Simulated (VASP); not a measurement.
Computed with r2SCAN meta-GGA, VASP's PBE PAW potentials (set 64) (plane waves; VASP 6.6.1).

The input files of a VASP run:

**POSCAR**
```
CsBr
1.0
  4.3221371637   0.0000000000   0.0000000000
  0.0000000000   4.3221371637   0.0000000000
  0.0000000000   0.0000000000   4.3221371637
Cs Br
1 1
Direct
  0.0000000000   0.0000000000   0.0000000000
  0.5000000000   0.5000000000   0.5000000000
```

**INCAR**
```
SIGMA  =  0.05   # width (eV)
ISMEAR  =  0
LMIXTAU  =  T
LWAVE  =  F
PREC  =  Accurate
EDIFFG  =  -0.01
NSW  =  60
LASPH  =  T   # aspherical one-centre terms
ENCUT  =  400
ISIF  =  3   # ions, shape and volume
LCHARG  =  F
NELM  =  100
SYSTEM  =  CsBr
LMAXMIX  =  4
EDIFF  =  1E-6   # SCF stop (eV)
IBRION  =  2   # conjugate gradients
LREAL  =  F
ALGO  =  Normal   # blocked Davidson
METAGGA  =  R2SCAN
```

File KPOINTS:
```
K-points
0
Gamma
 6 6 6
0 0 0
```

POTCAR, in this order: Cs_sv Br (PBE.64 set). Program: vasp_std.

What VASP printed:

OUTCAR:
```
 ion  position               nearest neighbor table
   1  0.000  0.000  0.000-
   2  0.500  0.500  0.500-
  LATTYP: Found a simple cubic cell.
 ALAT       =     4.3221371637
 Subroutine PRICEL returns:
 Original cell was already a primitive cell.
 Subroutine GETGRP returns: Found 48 space group operations
The static configuration has the point symmetry O_h .
The dynamic configuration has the point symmetry O_h .
 Subroutine INISYM returns: Found 48 space group operations
 Subroutine IBZKPT returns following result:
 Found     20 irreducible k-points:

 Following reciprocal coordinates:
            Coordinates               Weight
  0.000000  0.000000  0.000000      1.000000
  0.166667  0.000000  0.000000      6.000000
  0.333333  0.000000  0.000000      6.000000
  0.500000  0.000000  0.000000      3.000000
  0.166667  0.166667  0.000000     12.000000
  0.333333  0.166667  0.000000     24.000000
  0.500000  0.166667  0.000000     12.000000
  0.333333  0.333333  0.000000     12.000000
  0.500000  0.333333  0.000000     12.000000
...
```

**OSZICAR**
```
       N       E                     dE             d eps       ncg     rms          rms(c)
DAV:   1     0.475900460991E+02    0.47590E+02   -0.59816E+03   480   0.959E+02
DAV:   2    -0.397403376380E+02   -0.87330E+02   -0.81672E+02   732   0.171E+02
DAV:   3    -0.458798835085E+02   -0.61395E+01   -0.61172E+01   580   0.516E+01
DAV:   4    -0.459369779542E+02   -0.57094E-01   -0.57083E-01   556   0.590E+00
DAV:   5    -0.459374795476E+02   -0.50159E-03   -0.50148E-03   600   0.533E-01    0.173E+00
DAV:   6    -0.428548594223E+02    0.30826E+01   -0.59623E-01   544   0.647E+00    0.143E+00
DAV:   7    -0.416181886691E+02    0.12367E+01   -0.46764E-01   552   0.532E+00    0.557E-01
DAV:   8    -0.423454747542E+02   -0.72729E+00   -0.36161E-01   488   0.598E+00    0.452E-01
DAV:   9    -0.423513924199E+02   -0.59177E-02   -0.15247E-01   504   0.437E+00    0.268E-01
DAV:  10    -0.423421472537E+02    0.92452E-02   -0.15687E-01   480   0.419E+00    0.883E-02
DAV:  11    -0.423048675793E+02    0.37280E-01   -0.28966E-02   496   0.199E+00    0.684E-02
DAV:  12    -0.423202623722E+02   -0.15395E-01   -0.10386E-02   488   0.122E+00    0.481E-02
DAV:  13    -0.423189102258E+02    0.13521E-02   -0.23928E-04   580   0.179E-01    0.378E-02
DAV:  14    -0.423219176894E+02   -0.30075E-02   -0.12312E-03   488   0.401E-01    0.661E-03
DAV:  15    -0.423220372274E+02   -0.11954E-03   -0.64111E-05   536   0.103E-01    0.461E-03
DAV:  16    -0.423220596678E+02   -0.22440E-04   -0.32345E-06   560   0.212E-02    0.449E-03
DAV:  17    -0.423220439440E+02    0.15724E-04   -0.38312E-06   520   0.263E-02    0.210E-03
DAV:  18    -0.423220747292E+02   -0.30785E-04   -0.17513E-05   480   0.554E-02    0.122E-03
DAV:  19    -0.423220749949E+02   -0.26566E-06   -0.19944E-07   376   0.429E-03
   1 F= -.42322075E+02 E0= -.42322075E+02  d E =-.423221E+02
```

File OUTCAR:
```
------------------------ aborting loop because EDIFF is reached ----------------------------------------
  FORCE on cell =-STRESS in cart. coord.  units (eV):
  Direction    XX          YY          ZZ          XY          YZ          ZX
  --------------------------------------------------------------------------------------
  Total        0.0016269      0.0016269      0.0016269      0.0000000      0.0000000     -0.0000000
  in kB        0.0322823      0.0322823      0.0322823      0.0000000      0.0000000     -0.0000000
  external PRESSURE =       0.0322823 kB  Pullay stress =       0.0000000 kB
  volume of cell :       80.74
      direct lattice vectors                 reciprocal lattice vectors
     4.322137164  0.000000000  0.000000000     0.231367021  0.000000000  0.000000000
     0.000000000  4.322137164  0.000000000     0.000000000  0.231367021  0.000000000
     0.000000000  0.000000000  4.322137164     0.000000000  0.000000000  0.231367021
 POSITION                                       TOTAL-FORCE (eV/Angst)
 -----------------------------------------------------------------------------------
      0.00000      0.00000      0.00000         0.000000      0.000000      0.000000
      2.16107      2.16107      2.16107         0.000000      0.000000      0.000000
 -----------------------------------------------------------------------------------
    total drift:                                0.000000      0.000000      0.000000
  FREE ENERGIE OF THE ION-ELECTRON SYSTEM (eV)
  ---------------------------------------------------
  free  energy   TOTEN  =       -42.3220749949 eV

  energy  without entropy=      -42.3220749949  energy(sigma->0) =      -42.32207499

 reached required accuracy - stopping structural energy minimisation
```
(Selected blocks of OUTCAR.)

OUTCAR:
```
 val. band max:       -0.7822663942   @ k =   0.5000   0.5000   0.0000

 cond. band min:       4.3945832882   @ k =   0.0000   0.0000   0.0000


 Fermi energy:        -0.5350818037

 k-point     1 :       0.0000    0.0000    0.0000
  band No.  band energies     occupation
      1     -21.1226      2.00000
      2     -13.5526      2.00000
      3      -7.3525      2.00000
      4      -7.3525      2.00000
      5      -7.3525      2.00000
      6      -0.7877      2.00000
      7      -0.7877      2.00000
      8      -0.7877      2.00000
      9       4.3946      0.00000
     10       4.6408      0.00000
     11       4.6408      0.00000
     12       8.9620      0.00000

 k-point     2 :       0.1667    0.0000    0.0000
  band No.  band energies     occupation
      1     -21.1100      2.00000
      2     -13.5554      2.00000
      3      -7.4510      2.00000
      4      -7.3286      2.00000
      5      -7.3286      2.00000
      6      -1.1646      2.00000
      7      -0.8334      2.00000
      8      -0.8334      2.00000
      9       4.8191      0.00000
     10       5.0235      0.00000
     11       5.2435      0.00000
     12       8.8115      0.00000

 k-point     3 :       0.3333    0.0000    0.0000
  band No.  band energies     occupation
      1     -21.0844      2.00000
      2     -13.5625      2.00000
      3      -7.6307      2.00000
      4      -7.2795      2.00000
      5      -7.2795      2.00000
      6      -1.7758      2.00000
      7      -0.9277      2.00000
      8      -0.9277      2.00000
      9       5.2884      0.00000
     10       6.3153      0.00000
     11       6.6514      0.00000
     12       8.6785      0.00000

 k-point     4 :       0.5000    0.0000    0.0000
  band No.  band energies     occupation
      1     -21.0715      2.00000
      2     -13.5668      2.00000
      3      -7.7127      2.00000
      4      -7.2545      2.00000
      5      -7.2545      2.00000
      6      -2.0370      2.00000
...
```

Unless said otherwise, spin-orbit coupling is left out, though it shifts the bands of the heavy elements here.

The compound is CsBr in the CsCl type structure. It was relaxed first. The start is the result of an earlier pass.
